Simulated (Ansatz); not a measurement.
## ZnS: single point with PBE

**Measured values to compare with.**

From “Electronic, vibrational, and thermodynamic properties of ZnS (zincblende and rocksalt structure)”, 2009, arxiv:0911.5022, for a bulk crystal of ZnS at 19 K: band gap 3.85 eV (direct).

The system is ZnS.

```
Zn S
1.0
     0.00000    2.70200    2.70200
     2.70200    0.00000    2.70200
     2.70200    2.70200    0.00000
Zn S
1 1
Direct
  0.75000 0.75000 0.75000
  0.00000 0.00000 0.00000
```

- Program: Ansatz 0.2.0
- Task: single point
- Functional: PBE
- Potentials or basis: Ansatz PAW
- Cutoff: 420 eV (not typed: the program's choice for these potentials)
- k mesh: 9 × 9 × 9
- Occupations: gaussian, width 0.03 eV
- Spin: no spin polarisation

- Pressure: 1.6 GPa
- Band gap on the k mesh: 2.11 eV, direct

Levels at points of the mesh, in eV from the valence-band top:
```
           k point  band 7  band 8  band 9  band 10  band 11  band 12
(0.00, 0.00, 0.00)    0.00    0.00    0.00     2.11     6.37     6.37
```

Run time: 1.6 s on 2 threads of Intel(R) Xeon(R) Processor @ 2.70GHz, with other jobs on the host, peak memory 0.34 GiB.

Against the measured gap of ZnS, 3.85 eV (direct; 19 K; quoted in “Electronic, vibrational, and thermodynamic properties of ZnS (zincblende and rocksalt structure)”, 2009, arxiv:0911.5022), the calculated 2.11 eV is off by -1.74 eV. The value is that of PBE, without temperature or zero-point motion. Semilocal functionals fall short of measured gaps as a rule.

Caveat: odd divisions of the mesh miss points on the zone boundary, where band edges often lie, so the gap on the mesh can be too wide.
